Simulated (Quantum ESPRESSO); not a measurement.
# BaTiO3 (Barioperovskite) (Amm2) in Quantum ESPRESSO: notebook, part 2 of 3

Quantum ESPRESSO 7.5.

**3. Dielectric tensor, PBEsol**

pw.in

```
&CONTROL
  calculation = 'scf'
  prefix = 'pwscf'
  outdir = './tmp'
  pseudo_dir = './pseudo'
  tprnfor = .true.
  tstress = .true.
  disk_io = 'low'
/
&SYSTEM
  ibrav = 0
  celldm(1) = 8
  nat = 5
  ntyp = 3
  ecutwfc = 45
  ecutrho = 360
  nbnd = 28
  occupations = 'smearing'
  smearing = 'fd'
  degauss = 0.00367493
/
&ELECTRONS
  conv_thr = 1d-09
  electron_maxstep = 120
  mixing_beta = 0.5
/
ATOMIC_SPECIES
Ba   137.3270 ba_pbesol_v1.uspp.F.UPF
Ti    47.8670 ti_pbesol_v1.4.uspp.F.UPF
O     15.9990 o_pbesol_v1.2.uspp.F.UPF
CELL_PARAMETERS alat
  0.9414379337120   0.0000000000000   0.0000000000000
  0.0000000000000   0.6701205053689   0.6720692854349
  0.0000000000000  -0.6701205053689   0.6720692854349
ATOMIC_POSITIONS crystal
Ba     0.0000000000    0.0000000000    0.0000000000
Ti     0.5000000000    0.5124000000    0.5124000000
O      0.5000000000    0.9918400000    0.5052400000
O      0.5000000000    0.5052400000    0.9918400000
O      0.0000000000    0.4874000000    0.4874000000
K_POINTS automatic
6 6 6 0 0 0
```

scf2.in

```
&CONTROL
  calculation = 'scf'
  prefix = 'pwscf'
  outdir = './tmp'
  pseudo_dir = './pseudo'
  tprnfor = .true.
  tstress = .true.
  disk_io = 'low'
/
&SYSTEM
  ibrav = 0
  celldm(1) = 8
  nat = 5
  ntyp = 3
  ecutwfc = 45
  ecutrho = 360
  nbnd = 28
  occupations = 'fixed'
/
&ELECTRONS
  conv_thr = 1d-13
  electron_maxstep = 120
  mixing_beta = 0.5
  startingpot = 'file'
  startingwfc = 'file'
/
ATOMIC_SPECIES
Ba   137.3270 ba_pbesol_v1.uspp.F.UPF
Ti    47.8670 ti_pbesol_v1.4.uspp.F.UPF
O     15.9990 o_pbesol_v1.2.uspp.F.UPF
CELL_PARAMETERS alat
  0.9414379337120   0.0000000000000   0.0000000000000
  0.0000000000000   0.6701205053689   0.6720692854349
  0.0000000000000  -0.6701205053689   0.6720692854349
ATOMIC_POSITIONS crystal
Ba     0.0000000000    0.0000000000    0.0000000000
Ti     0.5000000000    0.5124000000    0.5124000000
O      0.5000000000    0.9918400000    0.5052400000
O      0.5000000000    0.5052400000    0.9918400000
O      0.0000000000    0.4874000000    0.4874000000
K_POINTS automatic
6 6 6 0 0 0
```

ph.in

```
dielectric of BaTiO3
&INPUTPH
  prefix = 'pwscf'
  outdir = './tmp'
  tr2_ph = 1d-18
  fildyn = 'dyn'
  niter_ph = 90
  alpha_mix(1) = 0.7
  epsil = .true.
  trans = .false.
  zeu = .true.
/
0.0000000000 0.0000000000 0.0000000000
```

Potentials or basis: GBRV 1.5 PBEsol.

Started as:

```bash
OMP_NUM_THREADS=1 pw.x -in pw.in > pw.out
OMP_NUM_THREADS=1 pw.x -in scf2.in > scf2.out
OMP_NUM_THREADS=1 ph.x -in ph.in > ph.out
```

pw.out:

```text
This program is part of the open-source Quantum ESPRESSO suite
     for quantum simulation of materials; please cite
[... 9 lines left out ...]
     --------------------
     sticks:   dense  smooth     PW     G-vecs:    dense   smooth      PW
     Sum        1637     817    245                50085    17725    2961

     Using Slab Decomposition

     bravais-lattice index     =            0
     lattice parameter (alat)  =       8.0000  a.u.
     unit-cell volume          =     434.1688 (a.u.)^3
     number of atoms/cell      =            5
     number of atomic types    =            3
     number of electrons       =        40.00
     number of Kohn-Sham states=           28
     kinetic-energy cutoff     =      45.0000  Ry
     charge density cutoff     =     360.0000  Ry
     scf convergence threshold =      1.0E-09
     mixing beta               =       0.5000
     number of iterations used =            8  plain     mixing
     Exchange-correlation= SLA  PW   PSX  PSC
                           (   1   4  10   8   0   0   0)

     celldm(1)=   8.000000  celldm(2)=   0.000000  celldm(3)=   0.000000
     celldm(4)=   0.000000  celldm(5)=   0.000000  celldm(6)=   0.000000

     crystal axes: (cart. coord. in units of alat)
               a(1) = (   0.941438   0.000000   0.000000 )
               a(2) = (   0.000000   0.670121   0.672069 )
               a(3) = (   0.000000  -0.670121   0.672069 )

     reciprocal axes: (cart. coord. in units 2 pi/alat)
               b(1) = (  1.062205  0.000000 -0.000000 )
               b(2) = ( -0.000000  0.746134  0.743971 )
               b(3) = (  0.000000 -0.746134  0.743971 )

     PseudoPot. # 1 for Ba read from file:
     ba_pbesol_v1.uspp.F.UPF
     Pseudo is Ultrasoft + core correction, Zval = 10.0
     Generated by new atomic code, or converted to UPF format
     Using radial grid of  907 points,  7 beta functions with:
                l(1) =   0
                l(2) =   0
                l(3) =   1
                l(4) =   1
                l(5) =   2
                l(6) =   2
                l(7) =   3
     Q(r) pseudized with  6 coefficients,  rinner =    1.700   1.700   1.700
                                                       1.700   1.700   1.700
                                                       1.700

     PseudoPot. # 2 for Ti read from file:
     ti_pbesol_v1.4.uspp.F.UPF
[... 35 lines left out ...]
         1        Ba     tau(   1) = (   0.0000000   0.0000000   0.0000000  )
         2        Ti     tau(   2) = (   0.4707190   0.0000000   0.6887366  )
         3        O      tau(   3) = (   0.4707190   0.3260806   1.0061415  )
         4        O      tau(   4) = (   0.4707190  -0.3260806   1.0061415  )
         5        O      tau(   5) = (   0.0000000   0.0000000   0.6551331  )

     number of k points=    52  Fermi-Dirac smearing, width (Ry)=  0.0037
                       cart. coord. in units 2pi/alat
        k(    1) = (   0.0000000   0.0000000   0.0000000), wk =   0.0092593
        k(    2) = (   0.0000000  -0.1243557   0.1239952), wk =   0.0370370
        k(    3) = (   0.0000000  -0.2487115   0.2479903), wk =   0.0370370
        k(    4) = (   0.0000000   0.3730672  -0.3719855), wk =   0.0185185
        k(    5) = (   0.0000000   0.0000000   0.2479903), wk =   0.0185185
        k(    6) = (   0.0000000  -0.1243557   0.3719855), wk =   0.0370370
[... 44 lines left out ...]
        k(   51) = (  -0.5311025   0.4974230  -0.0000000), wk =   0.0185185
        k(   52) = (  -0.5311025   0.0000000  -0.7439709), wk =   0.0092593

     Dense  grid:    50085 G-vectors     FFT dimensions: (  45,  45,  45)

     Smooth grid:    17725 G-vectors     FFT dimensions: (  36,  36,  36)

     Check: negative core charge=   -0.000007

     Initial potential from superposition of free atoms

     starting charge      38.9861, renormalised to      40.0000

     negative rho (up, down):  9.944E-02 0.000E+00
     Starting wfcs are   35 randomized atomic wfcs

     Self-consistent Calculation

     iteration #  1     ecut=    45.00 Ry     beta= 0.50
     Davidson diagonalization with overlap
     ethr =  1.00E-02,  avg # of iterations =  2.0

     negative rho (up, down):  9.380E-02 0.000E+00
[... 76 lines left out ...]
     iteration # 10     ecut=    45.00 Ry     beta= 0.50
     Davidson diagonalization with overlap
     ethr =  4.23E-11,  avg # of iterations =  2.9

     negative rho (up, down):  8.865E-02 0.000E+00

     End of self-consistent calculation

          k = 0.0000 0.0000 0.0000 (  2189 PWs)   bands (ev):

   -46.0420 -22.3957 -22.3938 -22.3791 -14.4331  -6.5457  -5.8608  -5.8458
     0.3634   0.3692   0.3863   7.9043   7.9052   7.9062   8.9693   9.0256
     9.0796   9.8627   9.9696  10.0145  12.0502  12.1133  12.2746  14.3014
    14.3472  15.1645  15.2598  17.4090
[... 353 lines left out ...]
   -46.0399 -22.4392 -22.4375 -22.4272 -14.1646  -5.6364  -5.6274  -5.6085
    -0.3904  -0.3533  -0.3456   5.7112   6.3996   6.4225   7.8100   7.8261
     7.8353  10.1494  10.1866  10.1970  14.4014  14.4437  14.4554  16.8189
    16.8719  16.9161  18.0224  18.0628

     the Fermi energy is    11.1575 ev

!    total energy              =    -286.73657374 Ry
     estimated scf accuracy    <          8.8E-10 Ry
     smearing contrib. (-TS)   =      -0.00000000 Ry
     internal energy E=F+TS    =    -286.73657374 Ry

     The total energy is F=E-TS. E is the sum of the following terms:
     one-electron contribution =     -72.44886372 Ry
     hartree contribution      =      59.90107618 Ry
     xc contribution           =     -67.27121850 Ry
     ewald contribution        =    -206.91756770 Ry

     convergence has been achieved in  10 iterations

     negative rho (up, down):  8.865E-02 0.000E+00

     Forces acting on atoms (cartesian axes, Ry/au):

     atom    1 type  1   force =     0.00000000   -0.00000000    0.00595245
     atom    2 type  2   force =     0.00000000   -0.00000000    0.00785980
     atom    3 type  3   force =     0.00000000   -0.00084469   -0.01112014
     atom    4 type  3   force =     0.00000000    0.00084469   -0.01112014
     atom    5 type  3   force =     0.00000000   -0.00000000    0.00842802

     Total force =     0.020420     Total SCF correction =     0.000033

     Computing stress (Cartesian axis) and pressure

     negative rho (up, down):  8.865E-02 0.000E+00
          total   stress  (Ry/bohr**3)                   (kbar)     P=      -29.18
  -0.00019051   0.00000000  -0.00000000          -28.03        0.00       -0.00
  -0.00000000  -0.00018079   0.00000000           -0.00      -26.60        0.00
  -0.00000000   0.00000000  -0.00022368           -0.00        0.00      -32.91

=------------------------------------------------------------------------------=
   JOB DONE.
=------------------------------------------------------------------------------=
```

ph.out:

```text
This program is part of the open-source Quantum ESPRESSO suite
     for quantum simulation of materials; please cite
         "P. Giannozzi et al., J. Phys.:Condens. Matter 21 395502 (2009);
         "P. Giannozzi et al., J. Phys.:Condens. Matter 29 465901 (2017);
         "P. Giannozzi et al., J. Chem. Phys. 152 154105 (2020);
     in publications or presentations arising from this work. More details at

     IMPORTANT: XC functional enforced from input :
[... 318 lines left out ...]
      E*z (       -0.00000       -0.00000       -2.06624 )

     INITIALIZATION:

     DIELECTRIC CONSTANT AND EFFECTIVE CHARGES:

      Additional routines

=------------------------------------------------------------------------------=
   JOB DONE.
=------------------------------------------------------------------------------=
```

It took 48 min on 1 thread of Intel Xeon at 2.50GHz (Skylake/Cascade Lake), shared host; peak memory 0.41 GiB.

Results:

```
Free energy                             : -3901.2498 eV
Pressure                                : -2.9 GPa
Largest force                           : 0.287 eV/Å
Band gap on the k mesh                  : 1.85 eV, indirect (least direct gap 2.04 eV)
Electronic dielectric tensor (diagonal) : 6.59, 6.47, 6.36
Born charges (mean of the diagonal)     : Ba +2.78; Ti +6.94; O -3.22, -3.29 e
```

Forces on the atoms (eV/Å):
```
Ba   0.000  0.000  0.153
Ti   0.000  0.000  0.202
O    0.000 -0.022 -0.286
O    0.000  0.022 -0.286
O    0.000  0.000  0.217
```

Stress tensor (GPa, compression positive):
```
-2.81  0.00  0.00
 0.00 -2.67  0.00
 0.00  0.00 -3.30
```

Electronic dielectric tensor:
```
6.59 0.00 0.00
0.00 6.47 0.00
0.00 0.00 6.36
```

Born effective charge tensors (e):
atom 1, Ba
```
2.77 0.00 0.00
0.00 2.78 0.00
0.00 0.00 2.79
```
atom 2, Ti
```
7.18 0.00 0.00
0.00 6.93 0.00
0.00 0.00 6.70
```
atom 3, O
```
-2.11  0.00  0.00
 0.00 -3.83 -1.73
 0.00 -1.64 -3.72
```
atom 4, O
```
-2.11  0.00  0.00
 0.00 -3.83  1.73
 0.00  1.64 -3.72
```
atom 5, O
```
-5.73  0.00  0.00
 0.00 -2.07  0.00
 0.00  0.00 -2.07
```

Caveat: on a mesh that holds Γ this program's dielectric tensor can be off by some percent beyond the error of the mesh; spin-orbit coupling is left out, which moves the levels of the heavy elements. A k mesh can miss the band edges.

(Continued in part 3 of 3.)
